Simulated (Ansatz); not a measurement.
Isolated molecules relaxed with PBE0-D4/def2-TZVP in Ansatz; ΔE leaves out vibrations. CCSD(T)/CBS adds triple-zeta CCSD(T) − MP2 to the extrapolated MP2 energy (def2 sets, frozen cores). DFT in def2-TZVPP. B3LYP here is the variant with VWN-RPA as its local correlation; programs differ in this. For Ge outer-core shells are correlated without core-valence functions, which leaves a few kJ/mol of doubt a bond. Scalar relativity is left out up to krypton. Each species was taken in one conformer, which may not be the lowest.

Reaction (formal exchange of groups at a C–Ge bond): `C[CH2][GeH2][SiH3]` + `CC(=O)O` → `CCCC(=O)O` + `[SiH3][GeH3]`

`C[CH2][GeH2][SiH3]`:

```xyz
14

C     1.845   -0.066   -0.495
C     1.070   -0.589    0.705
Ge   -0.611    0.381    1.022
Si   -2.096    0.165   -0.829
H     2.102    0.990   -0.377
H     1.269   -0.158   -1.420
H     2.780   -0.616   -0.637
H     0.824   -1.647    0.580
H     1.667   -0.513    1.618
H    -1.299   -0.154    2.295
H    -0.296    1.875    1.253
H    -2.416   -1.271   -1.060
H    -1.474    0.705   -2.069
H    -3.366    0.899   -0.585
```

`CC(=O)O`:

Z-matrix (Å, degrees):
```
C
C 1 1.495
H 1 1.092 2 109.8
H 1 1.092 2 109.8 3 117.7
H 1 1.087 2 109.6 3 -121.2
O 2 1.200 1 126.0 3 121.1
O 2 1.346 1 111.6 3 -58.9
H 7 0.968 2 106.4 1 180.0
```

`CCCC(=O)O`:

```xyz
14

C    -0.007    1.068   -1.267
C     0.930    0.134   -0.521
C     0.207   -1.052    0.112
C    -0.827   -0.649    1.123
O    -1.989   -0.950    1.100
O    -0.303    0.112    2.103
H    -0.755    1.503   -0.598
H    -0.544    0.540   -2.060
H     0.543    1.892   -1.726
H     1.688   -0.256   -1.205
H     1.465    0.684    0.258
H     0.930   -1.697    0.621
H    -0.305   -1.650   -0.644
H    -1.032    0.321    2.705
```

`[SiH3][GeH3]`:

Z-matrix (Å, degrees):
```
Si
Ge 1 2.378
H 1 1.487 2 110.1
H 1 1.487 2 110.1 3 -120.0
H 1 1.487 2 110.1 3 120.0
H 2 1.538 1 110.6 3 179.7
H 2 1.538 1 110.6 3 -60.3
H 2 1.538 1 110.6 3 59.7
```

(1) Is it downhill or uphill in electronic energy at CCSD(T)/CBS, and by how much? (Estimate.)

(2) What do these levels give: PBE-D4, PBE0-D4, B3LYP-D4, ωB97X-V, B2PLYP, r2SCAN, PBE0, B3LYP, CCSD/def2-TZVPP, CCSD(T)/def2-TZVPP, MP2/CBS(def2), CCSD/CBS(def2)? (Estimate.)

Largest T1 diagnostic among the species: 0.015.

Results:

(1) Ansatz gave: Uphill: ΔE = +22.3 kJ/mol.

(2) Ansatz gave: PBE-D4 22.7, PBE0-D4 21.0, B3LYP-D4 21.8, ωB97X-V 17.4, B2PLYP 21.7, r2SCAN 20.9, PBE0 20.6, B3LYP 21.1, CCSD/def2-TZVPP 20.3, CCSD(T)/def2-TZVPP 21.0, MP2/CBS(def2) 25.8, CCSD/CBS(def2) 21.7 kJ/mol.

In def2-TZVPP, CCSD(T) changes the Hartree–Fock value by +5.7 kJ/mol (the triples alone add +0.6 kJ/mol) and MP2 by +9.3 kJ/mol.
